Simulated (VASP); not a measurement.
**CdTe (rocksalt), PBE with spin–orbit coupling single-point calculation: Ansatz's output and VASP's**

```cif
data_structure
_symmetry_space_group_name_H-M 'P 1'
_symmetry_Int_Tables_number 1
_cell_length_a 4.3054
_cell_length_b 4.3054
_cell_length_c 4.3054
_cell_angle_alpha 60.000
_cell_angle_beta 60.000
_cell_angle_gamma 60.000
_cell_volume 56.43
loop_
_atom_site_label
_atom_site_type_symbol
_atom_site_fract_x
_atom_site_fract_y
_atom_site_fract_z
_atom_site_occupancy
Cd1 Cd 0.00000 0.00000 0.00000 1
Te1 Te 0.50000 0.50000 0.50000 1
```

Ansatz printed

```
SCF 1 converged in 7 iterations: F = -15240.397687 eV  dr2 = 2.50e-9
  greatest PAW one-centre occupation: 1.000 electrons in one spin orbital (limit 2), on the Cd atom at site 0 (counted from 0), in its partial waves of l = 0
NSCF: frozen V_eff on 7 k-points
SCF converged after 7 iterations
Magnetization: |M| = 0.0000 μB,  M = (+0.0000, +0.0000, +0.0000) μB
Absolute magnetization: 0.0000 μB (∫|m|)
  site 0: m = (+0.0000, +0.0000, +0.0000) μB, |m| = 0.0000 μB  (R = 1.26 Å)
  site 1: m = (+0.0000, +0.0000, +0.0000) μB, |m| = 0.0000 μB  (R = 1.26 Å)
Free energy (F): -15240.397687 eV
Harris-Foulkes:  -15240.397687 eV  (|F-HF|=5.46e-12)
Internal energy: -15240.396592 eV  (E = F + TS)
E sigma→0 (E₀):  -15240.397140 eV
Entropy (-TS):   -0.001095 eV (-0.547 meV/atom)
Fermi energy:    10.235411 eV
--- Per-component energies (eV) ---
  E_band       = -698.461078
  E_kinetic    = 685.630428
  E_local      = -4570.085505  (includes V_loc(G=0)·N_el)
  E_nonlocal   = -278.085116
  E_hartree    = 2355.014286
  E_xc         = -301.099065
  E_vxc        = -325.813333  (∫ρ·V_xc dr)
  E_paw        = -8750.540099  (= ΣΔE_a)
  E_vpaw       = -920.133140  (= ΣTr[D̂ρ^β])
  E_aug_tail   = -0.000189  (compensation charges beyond the density's cutoff)
  E_ewald      = -4381.231332
  E_smearing   = -0.001095  (= −TS)
  E_closure    = 0.000000  (closes the sum)
  Σ components = -15240.397687   (vs F -15240.397687, Δ=0.00e0)
--- Forces (eV/Å), atoms counted from 1 ---
  atom   1  Cd     0.00000000    -0.00000000    -0.00000000
  atom   2  Te     0.00000000    -0.00000000    -0.00000000
  max |Σ_I F_I| component: 1.21e-28 eV/Å
--- Stress (GPa, compression-positive) ---
        0.887828       0.000000       0.000000
        0.000000       0.887828       0.000000
        0.000000       0.000000       0.887828
  P = ⅓ Tr σ = 0.8878 GPa (8.878 kbar)
--- Band table (eV; the first three rows and the last of 29) ---
  k-point 0: bands = ["-92.0947", "-92.0947", "-57.2064", "-57.2064", "-51.3858", "-51.3858", "-51.3858", "-51.3858", "-26.8707", "-26.8707", "-26.8707", "-26.8707", "-25.4073", "-25.4073", "-25.4073", "-25.4073", "-25.4043", "-25.4043", "-1.4413", "-1.4413", "1.5232", "1.5232", "1.5232", "1.5232", "2.2007", "2.2007", "2.2007", "2.2007", "2.2255", "2.2255", "9.0690", "9.0690", "10.0096", "10.0096", "10.0096", "10.0096", "10.5786", "10.5786", "17.3362", "17.3362", "17.3362", "17.3362", "17.4234", "17.4234"]
  k-point 1: bands = ["-92.0947", "-92.0947", "-57.2065", "-57.2065", "-51.3858", "-51.3858", "-51.3858", "-51.3858", "-26.8706", "-26.8706", "-26.8706", "-26.8706", "-25.4073", "-25.4073", "-25.4071", "-25.4071", "-25.4042", "-25.4042", "-1.3167", "-1.3167", "1.5142", "1.5142", "1.5219", "1.5219", "2.1788", "2.1788", "2.2010", "2.2010", "2.2297", "2.2297", "8.2082", "8.2082", "9.4919", "9.4919", "10.0542", "10.0542", "11.8857", "11.8857", "16.2132", "16.2132", "16.6614", "16.6614", "16.8690", "16.8690"]
  k-point 2: bands = ["-92.0947", "-92.0947", "-57.2065", "-57.2065", "-51.3859", "-51.3859", "-51.3858", "-51.3858", "-26.8705", "-26.8705", "-26.8702", "-26.8702", "-25.4073", "-25.4073", "-25.4067", "-25.4067", "-25.4039", "-25.4039", "-0.9775", "-0.9775", "1.4899", "1.4899", "1.5153", "1.5153", "2.1257", "2.1257", "2.2053", "2.2053", "2.2394", "2.2394", "6.6627", "6.6627", "9.5899", "9.5899", "10.1806", "10.1806", "12.8835", "12.8835", "15.2227", "15.2227", "15.5450", "15.5450", "15.6020", "15.6020"]
  k-point 28: bands = ["-92.0947", "-92.0947", "-57.2066", "-57.2066", "-51.3860", "-51.3860", "-51.3860", "-51.3860", "-26.8700", "-26.8700", "-26.8699", "-26.8699", "-25.4068", "-25.4068", "-25.4065", "-25.4065", "-25.4031", "-25.4031", "-0.4627", "-0.4627", "1.5030", "1.5030", "1.7739", "1.7739", "2.1564", "2.1564", "2.2790", "2.2790", "2.7143", "2.7143", "6.6152", "6.6152", "6.9631", "6.9631", "7.0809", "7.0809", "12.5473", "12.5473", "14.9351", "14.9351", "16.7775", "16.7775", "16.9530", "16.9530"]
```

The two codes use different PAW datasets and cutoffs. VASP's cell holds 18 valence electrons and Ansatz's 36.

Task: What does VASP give for the same cell and level of theory?

Result: gap between bands v and c -1.49 eV (bands overlap: a metal); least direct gap 0.55 eV.

From OUTCAR

```
k-points           NKPTS =     29   k-points in BZ     NKDIM =     29   number of bands    NBANDS=     29

   NELECT =      18.0000    total number of electrons

   dimension x,y,z NGX =    32 NGY =   32 NGZ =   32
   dimension x,y,z NGXF=    64 NGYF=   64 NGZF=   64

  energy-cutoff  :      520.00
  volume of cell :       56.43
      direct lattice vectors                 reciprocal lattice vectors
     0.000000000  3.044355672  3.044355672    -0.164238366  0.164238366  0.164238366
     3.044355672  0.000000000  3.044355672     0.164238366 -0.164238366  0.164238366
     3.044355672  3.044355672  0.000000000     0.164238366  0.164238366 -0.164238366

 k-points in reciprocal lattice and weights: KPOINTS created by Atomic Simulation Env
   0.00000000  0.00000000  0.00000000       0.002
   0.12500000  0.00000000  0.00000000       0.016
   0.25000000  0.00000000  0.00000000       0.016
   0.37500000  0.00000000  0.00000000       0.016
   0.50000000  0.00000000  0.00000000       0.008
   0.12500000  0.12500000  0.00000000       0.012
   0.25000000  0.12500000  0.00000000       0.047
   0.37500000  0.12500000  0.00000000       0.047
   ...

 E-fermi :   4.0663

 k-point     1 :       0.0000    0.0000    0.0000
  band No.  band energies     occupation
      1      -7.6247      1.00000
      2      -7.6247      1.00000
      3      -4.6628      1.00000
      4      -4.6628      1.00000
      5      -4.6628      1.00000
      6      -4.6628      1.00000
      7      -3.9854      1.00000
      8      -3.9854      1.00000
      9      -3.9854      1.00000
     10      -3.9854      1.00000
     11      -3.9604      1.00000
     12      -3.9604      1.00000
     13       2.9314      1.00000
     14       2.9314      1.00000
     15       3.8437      0.99999
     16       3.8437      0.99999
     17       3.8437      0.99999
     18       3.8437      0.99999
     19       4.3944      0.00000
     20       4.3944      0.00000
     21      11.0957      0.00000
     22      11.0957      0.00000
     23      11.0957      0.00000
     24      11.0957      0.00000
     25      11.2008      0.00000
     26      11.2008      0.00000
     27      11.3451      0.00000
     28      11.3451      0.00000
     29      11.9764      0.00000

 k-point     2 :       0.1250    0.0000    0.0000
  band No.  band energies     occupation
      1      -7.4999      1.00000
      2      -7.4999      1.00000
      3      -4.6717      1.00000
      4      -4.6717      1.00000
      5      -4.6639      1.00000
      6      -4.6639      1.00000
      7      -4.0070      1.00000
      8      -4.0070      1.00000
      9      -3.9849      1.00000
     10      -3.9849      1.00000
     11      -3.9561      1.00000
     12      -3.9561      1.00000
     13       2.0450      1.00000
     14       2.0450      1.00000
     15       3.3376      1.00000
     16       3.3376      1.00000
     17       3.8863      0.99988
     18       3.8863      0.99988
     19       5.7092      0.00000
     20       5.7092      0.00000
     21      10.0392      0.00000
     22      10.0392      0.00000
     23      10.4777      0.00000
     24      10.4777      0.00000
     25      10.6641      0.00000
     26      10.6641      0.00000
     27      11.5590      0.00000
     28      11.5590      0.00000
     29      11.6787      0.00000

 k-point     3 :       0.2500    0.0000    0.0000
  band No.  band energies     occupation
      1      -7.1603      1.00000
      2      -7.1603      1.00000
      3      -4.6955      1.00000
      4      -4.6955      1.00000
      5      -4.6701      1.00000
      6      -4.6701      1.00000
      7      -4.0594      1.00000
      8      -4.0594      1.00000
      9      -3.9803      1.00000
     10      -3.9803      1.00000
     11      -3.9462      1.00000
     12      -3.9462      1.00000
     13       0.4889      1.00000
     14       0.4889      1.00000
     15       3.4355      1.00000
     16       3.4355      1.00000
     17       4.0077      0.94938
     18       4.0077      0.94938
     19       6.7032      0.00000
     20       6.7032      0.00000
     21       9.0544      0.00000
     22       9.0544      0.00000
     23       9.3682      0.00000
     24       9.3682      0.00000
     25       9.4050      0.00000
     26       9.4050      0.00000
     27      11.7173      0.00000
     28      11.7173      0.00000
     29      12.5017      0.00000

 ...

  Total        0.3798952      0.3798952      0.3798952     -0.0000000     -0.0000000      0.0000000
  in kB       10.7859453     10.7859453     10.7859453     -0.0000000     -0.0000000      0.0000000
  external PRESSURE =      10.7859453 kB  Pullay stress =       0.0000000 kB

 POSITION                                       TOTAL-FORCE (eV/Angst)
 -----------------------------------------------------------------------------------
      0.00000      0.00000      0.00000        -0.000000      0.000000      0.000000
      3.04436      3.04436      3.04436         0.000000     -0.000000     -0.000000
 -----------------------------------------------------------------------------------
    total drift:                                0.000000     -0.000000     -0.000000

  FREE ENERGIE OF THE ION-ELECTRON SYSTEM (eV)
  ---------------------------------------------------
  free  energy   TOTEN  =        -4.5951258890 eV

  energy  without entropy=       -4.5940334757  energy(sigma->0) =       -4.59457968
```
